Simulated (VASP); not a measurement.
A VASP 6.6.1 single-point calculation on SrTiO₃

INCAR

```
LCHARG = .FALSE.
GGA = PE
EDIFF = 1E-7
IBRION = -1
ISIF = 2
PREC = High
ISPIN = 2
NBANDS = 28
LWAVE = .FALSE.
ISMEAR = -1
LASPH = .TRUE.
SIGMA = 0.02
LREAL = .FALSE.
MAGMOM = -0.5 0.5 0.5 0.5 0.5
NSW = 0
NELM = 96
ENCUT = 520
```

KPOINTS

```
KPOINTS created by Atomic Simulation Environment
0
Gamma
6 6 6
0 0 0
```

POSCAR

```
Sr Ti O
 1.0000000000000000
     3.8287144715000001    0.0000000000000000    0.0000000000000000
     0.0000000000000000    3.8287144715000001    0.0000000000000000
     0.0000000000000000    0.0000000000000000    3.9579665992000002
 Sr  Ti  O
   1   1   3
Cartesian
  0.0000000000000000  0.0000000000000000  0.0000000000000000
  1.9143572357500005  1.9143572357500005  1.9789832996000005
  1.9143572357500005  1.9143572357500005  0.0000000000000000
  1.9143572357500005  0.0000000000000000  1.9789832996000005
  0.0000000000000000  1.9143572357500005  1.9789832996000005
```

The recommended PBE PAW datasets give the neutral cell 40 valence electrons.

Command

```
mpirun -np 1 vasp_std
```

Predict the outcome of this run.

It converged. Results: pressure 10.6 GPa; magnetic moment of the cell 0.00 μB.

OSZICAR

```
N       E                     dE             d eps       ncg     rms          rms(c)
DAV:   1     0.433704173181E+03    0.43370E+03   -0.21110E+04  4480   0.158E+03
DAV:   2    -0.433996159679E+01   -0.43804E+03   -0.41817E+03  5116   0.441E+02
DAV:   3    -0.476638798790E+02   -0.43324E+02   -0.43002E+02  6096   0.134E+02
DAV:   4    -0.497212353568E+02   -0.20574E+01   -0.20526E+01  6736   0.251E+01
DAV:   5    -0.497716201929E+02   -0.50385E-01   -0.50375E-01  6112   0.330E+00    0.284E+01
DAV:   6    -0.399094349290E+02    0.98622E+01   -0.51437E+01  6244   0.655E+01    0.154E+01
DAV:   7    -0.400188858341E+02   -0.10945E+00   -0.73066E+00  5820   0.203E+01    0.115E+01
DAV:   8    -0.400141349570E+02    0.47509E-02   -0.12223E+00  5456   0.117E+01    0.293E+00
DAV:   9    -0.399756849733E+02    0.38450E-01   -0.27764E-01  5716   0.495E+00    0.114E+00
DAV:  10    -0.399679817448E+02    0.77032E-02   -0.39992E-02  6344   0.155E+00    0.607E-01
DAV:  11    -0.399669769577E+02    0.10048E-02   -0.10755E-02  6156   0.128E+00    0.198E-01
DAV:  12    -0.399668413764E+02    0.13558E-03   -0.11204E-03  5428   0.254E-01    0.104E-01
DAV:  13    -0.399667711595E+02    0.70217E-04   -0.34493E-04  5988   0.185E-01    0.396E-02
DAV:  14    -0.399667952624E+02   -0.24103E-04   -0.11149E-04  6568   0.118E-01    0.252E-02
DAV:  15    -0.399667940957E+02    0.11667E-05   -0.26615E-05  5772   0.557E-02    0.103E-02
DAV:  16    -0.399667947006E+02   -0.60495E-06   -0.38322E-06  5832   0.139E-02    0.665E-03
DAV:  17    -0.399667949031E+02   -0.20250E-06   -0.61615E-07  5288   0.496E-03    0.212E-03
DAV:  18    -0.399667949724E+02   -0.69218E-07   -0.57714E-08  3172   0.169E-03
   1 F= -.39966795E+02 E0= -.39966795E+02  d E =-.365746E-14  mag=     0.0000
```

Standard output (part)

```
POSCAR found type information on POSCAR SrTiO
 POSCAR found :  3 types and       5 ions
 LDA part: xc-table for (Slater+PW92), standard interpolation
 POSCAR, INCAR and KPOINTS ok, starting setup
 WAVECAR not read
 entering main loop
```

For comparison, a separate PBE run of the intended cell, on usual settings and not on those above, gives a gap of 1.83 eV on its mesh and a pressure of 10.5 GPa.
